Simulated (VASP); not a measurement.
# NaCl (Fm-3m) in VASP: notebook, part 3 of 3

VASP 6.6.1.

## Step 5: EvGW quasiparticle levels, PBE

Input file POSCAR:

```
NaCl
1.0
    0.0000000000      2.7940632177      2.7940632177
    2.7940632177      0.0000000000      2.7940632177
    2.7940632177      2.7940632177      0.0000000000
Cl Na
1 1
Direct
    0.5000000000      0.5000000000      0.5000000000
    0.0000000000      0.0000000000      0.0000000000
```

Input file INCAR.step1:

```
PREC = Accurate ; ENCUT = 450
EDIFF = 1E-8 ; ISMEAR = 0
SIGMA = 0.01 ; LREAL = F
LASPH = T ; NELM = 60
ALGO = Fast ; LWAVE = T
LCHARG = F ; GGA = PE
```

Input file INCAR.step2:

```
PREC = Accurate ; ENCUT = 450
EDIFF = 1E-8 ; ISMEAR = 0
SIGMA = 0.01 ; LREAL = F
LASPH = T ; NELM = 1
ALGO = Exact ; LWAVE = T
LCHARG = F ; GGA = PE
NBANDS = 172 ; LOPTICS = T
ISTART = 1
```

Input file INCAR.step3:

```
PREC = Accurate ; ENCUT = 450
EDIFF = 1E-8 ; ISMEAR = 0
SIGMA = 0.01 ; LREAL = F
LASPH = T ; ALGO = EVGW
LWAVE = F ; LCHARG = F
GGA = PE ; NELMGW = 4
NBANDS = 172 ; ENCUTGW = 200
NOMEGA = 64 ; PRECFOCK = Fast
ISTART = 1 ; NBANDSGW = 16
```

Input file KPOINTS:

```
regular mesh
0
Gamma
  4 4 4
```

Potentials or basis: VASP PAW PBE potentials, release 64 (Cl_GW, Na_sv_GW).

Started as:

```console
> cat potpaw_PBE.64/Cl_GW/POTCAR potpaw_PBE.64/Na_sv_GW/POTCAR > POTCAR
> cp INCAR.step1 INCAR
> mpirun -np 1 vasp_std > vasp.out
> cp INCAR.step2 INCAR
> mpirun -np 1 vasp_std > vasp.out
> cp INCAR.step3 INCAR
> mpirun -np 1 vasp_std > vasp.out
```

OUTCAR:

```text
PREC = Accurate
   ENCUT = 450
   EDIFF = 1E-8
   ISMEAR = 0
   LREAL = F
   LASPH = T
   GGA = PE
   NELMGW = 4
   ENCUTGW = 200
   PRECFOCK = Fast
   ISTART = 1

 ion  position               nearest neighbor table
   1  0.500  0.500  0.500-
   2  0.000  0.000  0.000-

  LATTYP: Found a face centered cubic cell.
 ALAT       =     5.5881264354

  Lattice vectors:

 A1 = (   0.0000000000,   2.7940632177,   2.7940632177)
 A2 = (   2.7940632177,   0.0000000000,   2.7940632177)
 A3 = (   2.7940632177,   2.7940632177,   0.0000000000)

Analysis of symmetry for initial positions (statically):
=====================================================================
 Subroutine PRICEL returns:
 Original cell was already a primitive cell.

 Routine SETGRP: Setting up the symmetry group for a
 face centered cubic supercell.

 Subroutine GETGRP returns: Found 48 space group operations
 (whereof 48 operations were pure point group operations)
 out of a pool of 48 trial point group operations.

The static configuration has the point symmetry O_h .

Analysis of symmetry for dynamics (positions and initial velocities):
=====================================================================
 Subroutine PRICEL returns:
 Original cell was already a primitive cell.

 Routine SETGRP: Setting up the symmetry group for a
 face centered cubic supercell.

 Subroutine GETGRP returns: Found 48 space group operations
 (whereof 48 operations were pure point group operations)
 out of a pool of 48 trial point group operations.

The dynamic configuration has the point symmetry O_h .

 Subroutine INISYM returns: Found 48 space group operations
 (whereof 48 operations are pure point group operations),
 and found     1 'primitive' translations

----------------------------------------------------------------------------------------

                                     Primitive cell

  volume of cell :      43.6253

  direct lattice vectors                    reciprocal lattice vectors
     0.000000000  2.794063218  2.794063218    -0.178950854  0.178950854  0.178950854
     2.794063218  0.000000000  2.794063218     0.178950854 -0.178950854  0.178950854
     2.794063218  2.794063218  0.000000000     0.178950854  0.178950854 -0.178950854

  length of vectors
     3.951402097  3.951402097  3.951402097     0.309951972  0.309951972  0.309951972

  position of ions in fractional coordinates (direct lattice)
     0.500000000  0.500000000  0.500000000
     0.000000000  0.000000000  0.000000000

  ion indices of the primitive-cell ions
   primitive index   ion index
                 1           1
                 2           2

----------------------------------------------------------------------------------------

 KPOINTS: regular mesh

Automatic generation of k-mesh.
 Grid dimensions read from file:
 generate k-points for:    4    4    4

 Generating k-lattice:

  Cartesian coordinates                     Fractional coordinates (reciprocal lattice)
    -0.044737714  0.044737714  0.044737714     0.250000000  0.000000000  0.000000000
     0.044737714 -0.044737714  0.044737714     0.000000000  0.250000000  0.000000000
     0.044737714  0.044737714 -0.044737714     0.000000000  0.000000000  0.250000000

  Length of vectors
     0.077487993  0.077487993  0.077487993

  Shift w.r.t. Gamma in fractional coordinates (k-lattice)
     0.000000000  0.000000000  0.000000000

 Subroutine IBZKPT returns following result:
 ===========================================

 Found      8 irreducible k-points:

 Following reciprocal coordinates:
            Coordinates               Weight
  0.000000  0.000000  0.000000      1.000000
  0.250000  0.000000  0.000000      8.000000
  0.500000  0.000000  0.000000      4.000000
  0.250000  0.250000  0.000000      6.000000
  0.500000  0.250000  0.000000     24.000000
 -0.250000  0.250000  0.000000     12.000000
  0.500000  0.500000  0.000000      3.000000
 -0.250000  0.500000  0.250000      6.000000
   k-points           NKPTS =      8   k-points in BZ     NKDIM =     64   number of bands    NBANDS=    172
   number of dos      NEDOS =    301   number of ions     NIONS =      2
   total plane-waves  NPLWV =  21952
   dimension x,y,z NGX =    28 NGY =   28 NGZ =   28
   dimension x,y,z NGXF=    56 NGYF=   56 NGZF=   56
   ions per type =               1   1
   NGX,Y,Z   is equivalent  to a cutoff of  11.78, 11.78, 11.78 a.u.
   NGXF,Y,Z  is equivalent  to a cutoff of  23.56, 23.56, 23.56 a.u.
 SYSTEM =  unknown system
   PREC   = accura    normal or accurate (medium, high low for compatibility)
   ISTART =      1    job   : 0-new  1-cont  2-samecut
   ICHARG =      0    charge: 1-file 2-atom 10-const
   ISPIN  =      1    spin polarized calculation?
   LNONCOLLINEAR =      F non collinear calculations
   LSORBIT =      F    spin-orbit coupling
   LASPH  =      T    aspherical Exc in radial PAW
   ENCUT  =  450.0 eV  33.07 Ry    5.75 a.u.   6.83  6.83  6.83*2*pi/ulx,y,z
   NELM   =     60;   NELMIN=  2; NELMDL=  0     # of ELM steps
   EDIFF  = 0.1E-07   stopping-criterion for ELM
   LREAL  =      F    real-space projection
   EDIFFG = 0.1E-06   stopping-criterion for IOM
   NSW    =      0    number of steps for IOM
   IBRION =     -1    ionic relax: 0-MD 1-quasi-New 2-CG
   NFREE  =      0    steps in history (QN), initial steepest desc. (CG)
   ISIF   =      0    stress and relaxation
   ISYM   =      3    0-nonsym 1-usesym 2-fastsym
   POTIM  = 0.5000    time-step for ionic-motion
   TEBEG  =    0.0;   TEEND  =   0.0 temperature during run
   PSTRESS=    0.0 pullay stress
   NELECT =      16.0000    total number of electrons
   NUPDOWN=      -1.0000    fix difference up-down
   EMIN   =  10.00;   EMAX   =-10.00  energy-range for DOS
   EFERMI =   0.00;   METHOD = LEGACY
   ISMEAR =     0;   SIGMA  =   0.01  broadening in eV -4-tet -1-fermi 0-gaus
   EFERMI_NEDOS =   21; number of points for ismear=-14 and -15
   IALGO  =     38    algorithm
   IMIX   =      4    mixing-type and parameters
     AMIX     =   0.40;   BMIX     =  1.00
     AMIX_MAG =   1.60;   BMIX_MAG =  1.00
  volume/ion in A,a.u.               =      21.81       147.20
  Fermi-wavevector in a.u.,A,eV,Ry     =   1.171841  2.214458 18.683667  1.373211
  Thomas-Fermi vector in A             =   2.308278
   LORBIT       =      0    0 simple, 1 ext, 2 COOP (PROOUT), +10 PAW based schemes
   GGA     = PE    functional components
   LHFCALC =     T    Hartree Fock is set to
   PRECFOCK=fast      Normal, Fast or Accurate (Low or Medium for compatibility)
   ENCUT4O =  -1.0   cutoff for four orbital integrals eV
   NKREDX  =     1    reduce k-point grid by
   NKREDY  =     1    reduce k-point grid by
   NKREDZ  =     1    reduce k-point grid by
   AEXX    =    1.0000 exact exchange contribution
   HFSCREEN=    0.0000 screening length (either q_TF or 0.3 A-1)
   HFSCREENC=   0.0000 screening length for correlation (either q_TF or 0.3 A-1)
   ENCUTFOCK=  -1.0 apply spherical cutoff to Coloumb kernel
   IVDW    =     0    specifies the selected vdW correction
   LEPSILON=     F    determine dielectric tensor
   LRPA    =     F    only Hartree local field effects (RPA)
   LRPAFORCE           =     F    calculate RPA forces
   ENCUTGW             = 200.0    cutoff for response function in eV
   ENCUTGWSOFT         = 160.0    soft cutoff for Coulomb kernel in GW response function in eV
   ENCUTLF             =  -1.0    cutoff for local field effects
   NELMGW              =     4    number of iterations in solving QP/BSE equation
   NELMHF              =     1    number of iterations in the inner HF iteration
   NKREDLFX            =     1    NKREDLFY  =   1   NKREDLFZ  =   1
 non-spin polarized calculation
 Gauss-broadening in eV      SIGMA  =   0.01
  energy-cutoff  :      450.00
  volume of cell :       43.63
 maximum number of plane-waves:       960
  NGX = 16; NGY = 16; NGZ = 16
   NGX = 13   NGY = 13   NGZ = 13
 maximum number of plane-waves:       290

 QP shifts <psi_nk| G(iteration)W_0 |psi_nk>: iteration 1
 for sc-GW calculations column KS-energies equals QP-energies in previous step
 and V_xc(KS)=  KS-energies - (<T + V_ion + V_H > + <T+V_H+V_ion>^1  + <V_x>^1)

 k-point   1 :       0.0000    0.0000    0.0000
  band No.  KS-energies  QP-energies   sigma(KS)   V_xc(KS)     V^pw_x(r,r')   Z            occupation Imag(sigma)

      1     -49.6022     -58.2626     -40.4684     -29.2782     -49.1446       0.7739       2.0000       0.4797
      2     -21.5423     -27.0745     -35.1645     -28.3200     -41.3682       0.8083       2.0000       0.1531
      3     -21.5423     -27.0745     -35.1645     -28.3200     -41.3682       0.8083       2.0000       0.1531
      4     -21.5423     -27.0745     -35.1645     -28.3200     -41.3682       0.8083       2.0000       0.1531
      5     -13.4977     -15.0712     -17.1630     -14.9566     -24.2394       0.7131       2.0000       1.5485
      6      -0.7756      -2.8012     -17.1141     -14.5643     -18.9334       0.7944       2.0000       0.1209
[... 8 lines left out ...]
     15      14.2368      14.5932      -4.8693      -5.3084      -0.9674       0.8118       0.0000      -0.3423
     16      16.6221      17.7914      -7.3311      -8.7698      -3.1326       0.8127       0.0000      -0.3945
[... 610 lines left out ...]
      1     -61.5113     -61.6589     -41.3702     -20.3198     -49.1466       0.8258       2.0000       0.2794
      2     -29.0110     -29.0935     -35.8167       6.7091     -41.3081       0.8533       2.0000       0.0853
      3     -29.0110     -29.0935     -35.8167       6.7091     -41.3081       0.8533       2.0000       0.0853
      4     -28.9992     -29.0813     -35.8177       6.7230     -41.3183       0.8587       2.0000       0.0897
      5     -16.0833     -16.2003     -18.6575       2.4158     -24.6033       0.7385       2.0000       0.5642
      6      -5.0591      -5.0999     -16.2481      11.1409     -17.9657       0.8483       2.0000       0.0808
[... 8 lines left out ...]
     15      17.7186      17.7549      -7.9907      25.7519      -4.0396       0.8530       0.0000      -0.1648
     16      18.5751      18.6137      -9.2594      27.8803      -5.0851       0.8420       0.0000      -0.1764
```

It took 8.8 min on 1 thread of Intel Xeon Platinum 8488C (Sapphire Rapids), shared host; peak memory 0.51 GiB.

Results:

- Band gap on the k mesh, mean-field level: 5.22 eV, direct
- Quasiparticle gap: 9.34 eV
- Least direct quasiparticle gap: 9.34 eV

Quasiparticle gap after each update of the energies (eV): 8.13, 9.04, 9.28, 9.34

Caveat: the k mesh is coarse (spacing up to 0.49 Å⁻¹), so the values aren't converged; bands, screening cutoff and mesh are small and nothing is extrapolated, so the quasiparticle values aren't converged.
